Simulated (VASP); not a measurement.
# MgI2 (P-3m1) in VASP: further runs

One crystal, MgI2, is run at these levels: PBEsol; tasks: single point.

Everything below comes from runs of VASP 6.6.1. Logs are shortened: lines on timing, memory, paths and dates and some standing lists are left out, and cuts for length are marked.

**1. The crystal as given**

It takes space group P-3m1 (No. 164, trigonal). Conventional cell: a = 4.140 Å, b = 4.140 Å, c = 6.880 Å, α = 90.00°, β = 90.00°, γ = 120.00°. Around I (site symmetry 3m) lie 3 Mg at 2.94 Å. Mg (site symmetry -3m) is surrounded by 6 I at 2.94 Å.

**2. Single point, PBEsol**

Input file INCAR:

```
SYSTEM = MgI2
PREC = Accurate
ENCUT = 550
EDIFF = 1E-6
ISMEAR = 0
SIGMA = 0.05
LREAL = .FALSE.
LASPH = .TRUE.
NELM = 100
ALGO = Normal
ISIF = 2
LWAVE = .FALSE.
LCHARG = .FALSE.
GGA = PS
NBANDS = 15
ADDGRID = .FALSE.
```

Input file KPOINTS:

```
regular mesh
0
G
  7 7 4
  0 0 0
```

Input file POSCAR:

```
MgI2
1.0
    4.1400000000      0.0000000000      0.0000000000
   -2.0700000000      3.5853451717      0.0000000000
    0.0000000000      0.0000000000      6.8800000000
I Mg
2 1
Direct
    0.6666666667      0.3333333333      0.7500000000
    0.3333333333      0.6666666667      0.2500000000
    0.0000000000      0.0000000000      0.0000000000
```

Potentials or basis: VASP PAW PBE potentials, release 64 (I, Mg).

Started as:

```bash
$ cat potpaw_PBE.64/I/POTCAR potpaw_PBE.64/Mg/POTCAR > POTCAR
$ mpirun -np 1 vasp_std > vasp.out
```

OUTCAR:

```text
SYSTEM = MgI2
   PREC = Accurate
   ENCUT = 550
   EDIFF = 1E-6
   ISMEAR = 0
   LREAL = .FALSE.
   LASPH = .TRUE.
   NELM = 100
   ISIF = 2
   GGA = PS

 Found     28 irreducible k-points:

 Following reciprocal coordinates:
            Coordinates               Weight
  0.000000  0.000000  0.000000      1.000000
  0.142857 -0.000000  0.000000      6.000000
  0.285714 -0.000000  0.000000      6.000000
  0.428571  0.000000  0.000000      6.000000
  0.142857  0.142857  0.000000      6.000000
  0.285714  0.142857  0.000000     12.000000
   k-points           NKPTS =     28   k-points in BZ     NKDIM =     28   number of bands    NBANDS=     15
   number of dos      NEDOS =    301   number of ions     NIONS =      3
   total plane-waves  NPLWV =  55296
   dimension x,y,z NGX =    32 NGY =   32 NGZ =   54
   dimension x,y,z NGXF=    64 NGYF=   64 NGZF=  108
   ions per type =               2   1
   NGX,Y,Z   is equivalent  to a cutoff of  12.85, 12.85, 13.05 a.u.
   NGXF,Y,Z  is equivalent  to a cutoff of  25.70, 25.70, 26.10 a.u.
 SYSTEM =  MgI2
   PREC   = accura    normal or accurate (medium, high low for compatibility)
   ISTART =      0    job   : 0-new  1-cont  2-samecut
   ICHARG =      2    charge: 1-file 2-atom 10-const
   ISPIN  =      1    spin polarized calculation?
   LNONCOLLINEAR =      F non collinear calculations
   LSORBIT =      F    spin-orbit coupling
   LASPH  =      T    aspherical Exc in radial PAW
   ENCUT  =  550.0 eV  40.42 Ry    6.36 a.u.   7.92  7.92 13.16*2*pi/ulx,y,z
   NELM   =    100;   NELMIN=  2; NELMDL= -5     # of ELM steps
   EDIFF  = 0.1E-05   stopping-criterion for ELM
   LREAL  =      F    real-space projection
   EDIFFG = 0.1E-04   stopping-criterion for IOM
   NSW    =      0    number of steps for IOM
   IBRION =     -1    ionic relax: 0-MD 1-quasi-New 2-CG
   NFREE  =      0    steps in history (QN), initial steepest desc. (CG)
   ISIF   =      2    stress and relaxation
   ISYM   =      2    0-nonsym 1-usesym 2-fastsym
   POTIM  = 0.5000    time-step for ionic-motion
   TEBEG  =    0.0;   TEEND  =   0.0 temperature during run
   PSTRESS=    0.0 pullay stress
   NELECT =      16.0000    total number of electrons
   NUPDOWN=      -1.0000    fix difference up-down
   EMIN   =  10.00;   EMAX   =-10.00  energy-range for DOS
   EFERMI =   0.00;   METHOD = LEGACY
   ISMEAR =     0;   SIGMA  =   0.05  broadening in eV -4-tet -1-fermi 0-gaus
   EFERMI_NEDOS =   21; number of points for ismear=-14 and -15
   IALGO  =     38    algorithm
   IMIX   =      4    mixing-type and parameters
     AMIX     =   0.40;   BMIX     =  1.00
     AMIX_MAG =   1.60;   BMIX_MAG =  1.00
  volume/ion in A,a.u.               =      34.04       229.72
  Fermi-wavevector in a.u.,A,eV,Ry     =   0.882555  1.667786 10.597613  0.778903
  Thomas-Fermi vector in A             =   2.003202
   LORBIT       =      0    0 simple, 1 ext, 2 COOP (PROOUT), +10 PAW based schemes
   GGA     = PS    functional components
   LHFCALC =     F    Hartree Fock is set to
   AEXX    =    0.0000 exact exchange contribution
   IVDW    =     0    specifies the selected vdW correction
   LEPSILON=     F    determine dielectric tensor
   LRPA    =     F    only Hartree local field effects (RPA)
 non-spin polarized calculation
 Gauss-broadening in eV      SIGMA  =   0.05
  energy-cutoff  :      550.00
  volume of cell :      102.12
 maximum number of plane-waves:      3026
   NGX = 15   NGY = 15   NGZ = 27

 number of electron      16.0000002 magnetization

 Free energy of the ion-electron system (eV)
  ---------------------------------------------------
  ext. energy  EPLUGINS =         0.00000000
  ---------------------------------------------------
  free energy    TOTEN  =        -8.40371410 eV

  energy without entropy =       -8.40371410  energy(sigma->0) =       -8.40371410

 E-fermi :   2.5344     XC(G=0):  -8.4219

 val. band max:        2.2608327054   @ k =   0.0000   0.0000   0.0000
 cond. band min:       5.6882154885   @ k =   0.0000   0.4286   0.2500
 fundamental gap:      3.4273827830
 Fermi energy:         2.5343885483

 k-point     1 :       0.0000    0.0000    0.0000
  band No.  band energies     occupation
      1      -9.8106      2.00000
      2      -9.1295      2.00000
      3      -1.3687      2.00000
      4       1.8911      2.00000
      5       1.8911      2.00000
      6       2.2398      2.00000
      7       2.2608      2.00000
      8       2.2608      2.00000
      9       5.7706      0.00000
     10       6.9849      0.00000
     11       9.0045      0.00000
     12       9.0045      0.00000
     13       9.5974      0.00000
     14      10.4394      0.00000
     15      10.4394      0.00000

 k-point     2 :       0.1429   -0.0000    0.0000
  band No.  band energies     occupation
      1      -9.7050      2.00000
      2      -9.0724      2.00000
      3      -1.2121      2.00000
      4       1.0966      2.00000
      5       1.5413      2.00000
      6       1.6482      2.00000
      7       2.1680      2.00000
      8       2.2170      2.00000
      9       6.5302      0.00000
     10       7.6115      0.00000
     11       8.3315      0.00000
     12       9.2636      0.00000
     13       9.5294      0.00000
     14      10.1793      0.00000
     15      10.7332      0.00000
[... 41 lines left out ...]
      3      -0.9455      2.00000
      4       0.4304      2.00000
      5       0.4351      2.00000
      6       1.4827      2.00000
      7       1.8006      2.00000
      8       2.0273      2.00000
      9       6.9961      0.00000
     10       7.9623      0.00000
     11       8.5392      0.00000
     12       9.0972      0.00000
     13       9.2457      0.00000
     14       9.3034      0.00000
     15      11.3798      0.00000

 k-point     6 :       0.2857    0.1429    0.0000
  band No.  band energies     occupation
      1      -9.2313      2.00000
      2      -8.8920      2.00000
      3      -0.9098      2.00000
      4      -0.2788      2.00000
      5       0.1168      2.00000
      6       0.8508      2.00000
      7       1.4311      2.00000
      8       1.6587      2.00000
      9       6.4286      0.00000
     10       8.1942      0.00000
     11       8.2780      0.00000
     12       9.0269      0.00000
     13       9.6880      0.00000
     14      10.2468      0.00000
     15      11.3737      0.00000

 [... further k-points ...]

------------------------ aborting loop because EDIFF is reached ----------------------------------------

  FORCE on cell =-STRESS in cart. coord.  units (eV):
  Direction    XX          YY          ZZ          XY          YZ          ZX
  --------------------------------------------------------------------------------------
  -------------------------------------------------------------------------------------
  Total       -0.4465547     -0.4465547     -0.7315734     -0.0000000     -0.0000000      0.0000000
  in kB       -7.0059248     -7.0059248    -11.4775381     -0.0000000     -0.0000000      0.0000000
  external PRESSURE =      -8.4964625 kB  Pullay stress =       0.0000000 kB

 VOLUME and BASIS-vectors are now :
 -----------------------------------------------------------------------------
  energy-cutoff  :      550.00
  volume of cell :      102.12
      direct lattice vectors                 reciprocal lattice vectors
     4.140000000  0.000000000  0.000000000     0.241545894  0.139456587  0.000000000
    -2.070000000  3.585345172  0.000000000     0.000000000  0.278913174  0.000000000
     0.000000000  0.000000000  6.880000000     0.000000000  0.000000000  0.145348837

 POSITION                                       TOTAL-FORCE (eV/Angst)
 -----------------------------------------------------------------------------------
      2.07000      1.19512      5.16000         0.000000     -0.000000      0.299893
     -0.00000      2.39023      1.72000        -0.000000      0.000000     -0.299893
      0.00000      0.00000      0.00000         0.000000      0.000000      0.000000
 -----------------------------------------------------------------------------------
    total drift:                                0.000000     -0.000000      0.000000

  FREE ENERGIE OF THE ION-ELECTRON SYSTEM (eV)
  ---------------------------------------------------
  free  energy   TOTEN  =        -8.4037140956 eV

  energy  without entropy=       -8.4037140956  energy(sigma->0) =       -8.40371410
```

stdout:

```text
POSCAR found type information on POSCAR I Mg
 POSCAR found :  2 types and       3 ions
 scaLAPACK will be used
 -----------------------------------------------------------------------------
|                                                                             |
|                                                                             |
|     You enforced a specific xc type in the INCAR file but a different       |
|     I HOPE YOU KNOW WHAT YOU ARE DOING!                                     |
|                                                                             |
 -----------------------------------------------------------------------------

 LDA part: xc-table for (Slater+PW92), standard interpolation
 POSCAR, INCAR and KPOINTS ok, starting setup
 FFT: planning ... GRIDC
 FFT: planning ... GRID_SOFT
 FFT: planning ... GRID
 WAVECAR not read
 entering main loop
```

It took 19 s on 1 thread of Intel Xeon Platinum 8488C (Sapphire Rapids), shared host; peak memory 0.23 GiB.

These settings aren't checked as converged: the numbers below hold their error.

Results:

```yaml
Free_energy: -8.4037 eV
Pressure: -0.8 GPa
Largest_force: 0.300 eV/Å
Band_gap_on_the_k_mesh: 3.43 eV, indirect (least direct gap 3.51 eV)
```

Caveat: the PAW data sets were made with another functional, which shifts forces and pressure a little; spin-orbit coupling is left out, which moves the levels of the heavy elements; an odd mesh through Γ misses points on the zone boundary, where band edges often lie; the cell's inner coordinates are idealised or old, which leaves forces on the atoms; this functional lacks dispersion, which binds the layers, so the pressure and a relaxed spacing across them are unreliable.

**3. Single point, PBEsol**

INCAR: that of step 2 with these lines changed.

```diff
@@ -2,3 +2,3 @@
 PREC = Accurate
-ENCUT = 550
+ENCUT = 400
 EDIFF = 1E-6
```

Input file KPOINTS:

```
regular mesh
0
G
  9 9 5
  0 0 0
```

POSCAR is that of step 2.

Potentials or basis: VASP PAW PBE potentials, release 64 (I, Mg).

Started as:

```bash
$ cat potpaw_PBE.64/I/POTCAR potpaw_PBE.64/Mg/POTCAR > POTCAR
$ mpirun -np 1 vasp_std > vasp.out
```

Wall time 24 s (1 thread of Intel Xeon Platinum 8488C (Sapphire Rapids), shared host); peak memory 0.2 GiB.

The run converged, but some of its settings lie outside the range that counts as converged, so its numbers aren't taken as properties of the crystal.

What came out:

```
Free energy            : -8.4039 eV
Pressure               : -0.9 GPa
Largest force          : 0.299 eV/Å
Band gap on the k mesh : 3.40 eV, indirect (least direct gap 3.51 eV)
```

Caveat: the PAW data sets were made with another functional, which shifts forces and pressure a little; spin-orbit coupling is left out, which moves the levels of the heavy elements; an odd mesh through Γ misses points on the zone boundary, where band edges often lie; the cell's inner coordinates are idealised or old, which leaves forces on the atoms; this functional lacks dispersion, which binds the layers, so the pressure and a relaxed spacing across them are unreliable.

**4. Single point, PBEsol**

INCAR: that of step 3 with these lines changed.

```diff
@@ -2,3 +2,3 @@
 PREC = Accurate
-ENCUT = 400
+ENCUT = 550
 EDIFF = 1E-6
```

Input file KPOINTS:

```
regular mesh
0
G
  8 8 4
  0 0 0
```

POSCAR is that of step 3.

Potentials or basis: VASP PAW PBE potentials, release 64 (I, Mg).

Started as:

```bash
$ cat potpaw_PBE.64/I/POTCAR potpaw_PBE.64/Mg/POTCAR > POTCAR
$ mpirun -np 1 vasp_std > vasp.out
```

OUTCAR:

```text
SYSTEM = MgI2
   PREC = Accurate
   ENCUT = 550
   EDIFF = 1E-6
   ISMEAR = 0
   LREAL = .FALSE.
   LASPH = .TRUE.
   NELM = 100
   ISIF = 2
   GGA = PS

 Found     35 irreducible k-points:

 Following reciprocal coordinates:
            Coordinates               Weight
  0.000000  0.000000  0.000000      1.000000
  0.125000 -0.000000  0.000000      6.000000
  0.250000 -0.000000  0.000000      6.000000
  0.375000 -0.000000  0.000000      6.000000
  0.500000 -0.000000  0.000000      3.000000
  0.125000  0.125000  0.000000      6.000000
   k-points           NKPTS =     35   k-points in BZ     NKDIM =     35   number of bands    NBANDS=     15
   number of dos      NEDOS =    301   number of ions     NIONS =      3
   total plane-waves  NPLWV =  55296
   dimension x,y,z NGX =    32 NGY =   32 NGZ =   54
   dimension x,y,z NGXF=    64 NGYF=   64 NGZF=  108
   ions per type =               2   1
   NGX,Y,Z   is equivalent  to a cutoff of  12.85, 12.85, 13.05 a.u.
   NGXF,Y,Z  is equivalent  to a cutoff of  25.70, 25.70, 26.10 a.u.
 SYSTEM =  MgI2
   PREC   = accura    normal or accurate (medium, high low for compatibility)
   ISTART =      0    job   : 0-new  1-cont  2-samecut
   ICHARG =      2    charge: 1-file 2-atom 10-const
   ISPIN  =      1    spin polarized calculation?
   LNONCOLLINEAR =      F non collinear calculations
   LSORBIT =      F    spin-orbit coupling
   LASPH  =      T    aspherical Exc in radial PAW
   ENCUT  =  550.0 eV  40.42 Ry    6.36 a.u.   7.92  7.92 13.16*2*pi/ulx,y,z
   NELM   =    100;   NELMIN=  2; NELMDL= -5     # of ELM steps
   EDIFF  = 0.1E-05   stopping-criterion for ELM
   LREAL  =      F    real-space projection
   EDIFFG = 0.1E-04   stopping-criterion for IOM
   NSW    =      0    number of steps for IOM
   IBRION =     -1    ionic relax: 0-MD 1-quasi-New 2-CG
   NFREE  =      0    steps in history (QN), initial steepest desc. (CG)
   ISIF   =      2    stress and relaxation
   ISYM   =      2    0-nonsym 1-usesym 2-fastsym
   POTIM  = 0.5000    time-step for ionic-motion
   TEBEG  =    0.0;   TEEND  =   0.0 temperature during run
   PSTRESS=    0.0 pullay stress
   NELECT =      16.0000    total number of electrons
   NUPDOWN=      -1.0000    fix difference up-down
   EMIN   =  10.00;   EMAX   =-10.00  energy-range for DOS
   EFERMI =   0.00;   METHOD = LEGACY
   ISMEAR =     0;   SIGMA  =   0.05  broadening in eV -4-tet -1-fermi 0-gaus
   EFERMI_NEDOS =   21; number of points for ismear=-14 and -15
   IALGO  =     38    algorithm
   IMIX   =      4    mixing-type and parameters
     AMIX     =   0.40;   BMIX     =  1.00
[... 22 lines left out ...]
  ext. energy  EPLUGINS =         0.00000000
  ---------------------------------------------------
  free energy    TOTEN  =        -8.40397213 eV

  energy without entropy =       -8.40397213  energy(sigma->0) =       -8.40397213

 E-fermi :   2.4646     XC(G=0):  -8.4220

 val. band max:        2.2606742360   @ k =   0.0000   0.0000   0.0000
 cond. band min:       5.6853762842   @ k =   0.5000  -0.0000   0.5000
 fundamental gap:      3.4247020482
 Fermi energy:         2.4645717103

 k-point     1 :       0.0000    0.0000    0.0000
  band No.  band energies     occupation
      1      -9.8108      2.00000
      2      -9.1297      2.00000
      3      -1.3688      2.00000
      4       1.8910      2.00000
      5       1.8910      2.00000
      6       2.2396      2.00000
      7       2.2607      2.00000
      8       2.2607      2.00000
      9       5.7706      0.00000
     10       6.9848      0.00000
     11       9.0044      0.00000
     12       9.0044      0.00000
     13       9.5974      0.00000
     14      10.4394      0.00000
[... 77 lines left out ...]
      2      -9.0109      2.00000
      3      -1.0299      2.00000
      4       0.6435      2.00000
      5       0.6782      2.00000
      6       1.6015      2.00000
      7       1.9162      2.00000
      8       2.0873      2.00000
      9       6.9720      0.00000
     10       7.9097      0.00000
     11       8.3182      0.00000
     12       9.1829      0.00000
     13       9.3714      0.00000
     14       9.4399      0.00000
     15      11.2278      0.00000

 [... further k-points ...]

------------------------ aborting loop because EDIFF is reached ----------------------------------------

  FORCE on cell =-STRESS in cart. coord.  units (eV):
  Direction    XX          YY          ZZ          XY          YZ          ZX
  --------------------------------------------------------------------------------------
  -------------------------------------------------------------------------------------
  Total       -0.4477509     -0.4477509     -0.7306595     -0.0000000      0.0000000      0.0000000
  in kB       -7.0246923     -7.0246923    -11.4632001     -0.0000000      0.0000000      0.0000000
  external PRESSURE =      -8.5041949 kB  Pullay stress =       0.0000000 kB

 VOLUME and BASIS-vectors are now :
 -----------------------------------------------------------------------------
  energy-cutoff  :      550.00
  volume of cell :      102.12
      direct lattice vectors                 reciprocal lattice vectors
     4.140000000  0.000000000  0.000000000     0.241545894  0.139456587  0.000000000
    -2.070000000  3.585345172  0.000000000     0.000000000  0.278913174  0.000000000
     0.000000000  0.000000000  6.880000000     0.000000000  0.000000000  0.145348837

 POSITION                                       TOTAL-FORCE (eV/Angst)
 -----------------------------------------------------------------------------------
      2.07000      1.19512      5.16000        -0.000000      0.000000      0.299748
     -0.00000      2.39023      1.72000         0.000000     -0.000000     -0.299748
      0.00000      0.00000      0.00000        -0.000000      0.000000      0.000000
 -----------------------------------------------------------------------------------
    total drift:                                0.000000     -0.000000      0.000000

  FREE ENERGIE OF THE ION-ELECTRON SYSTEM (eV)
  ---------------------------------------------------
  free  energy   TOTEN  =        -8.4039721318 eV

  energy  without entropy=       -8.4039721318  energy(sigma->0) =       -8.40397213
```

It took 24 s on 1 thread of Intel Xeon Platinum 8488C (Sapphire Rapids), shared host; peak memory 0.25 GiB.

These settings aren't checked as converged: the numbers below hold their error.

Results:

```yaml
Free_energy: -8.4040 eV
Pressure: -0.9 GPa
Largest_force: 0.300 eV/Å
Band_gap_on_the_k_mesh: 3.42 eV, indirect (least direct gap 3.51 eV)
```

Caveat: the PAW data sets were made with another functional, which shifts forces and pressure a little; spin-orbit coupling is left out, which moves the levels of the heavy elements; the cell's inner coordinates are idealised or old, which leaves forces on the atoms; this functional lacks dispersion, which binds the layers, so the pressure and a relaxed spacing across them are unreliable.

**5. For comparison**

An earlier run on the cell as given: functional PBEsol; potentials or basis VASP PAW PBE potentials, release 64 (I, Mg); cutoff 520 eV; k mesh 8 × 8 × 4; occupations fermi-dirac, width 0.05 eV; no spin polarisation.

* Pressure: -0.8 GPa
* Largest force: 0.300 eV/Å
* Band gap on the k mesh: 3.42 eV, indirect (least direct gap 3.51 eV)
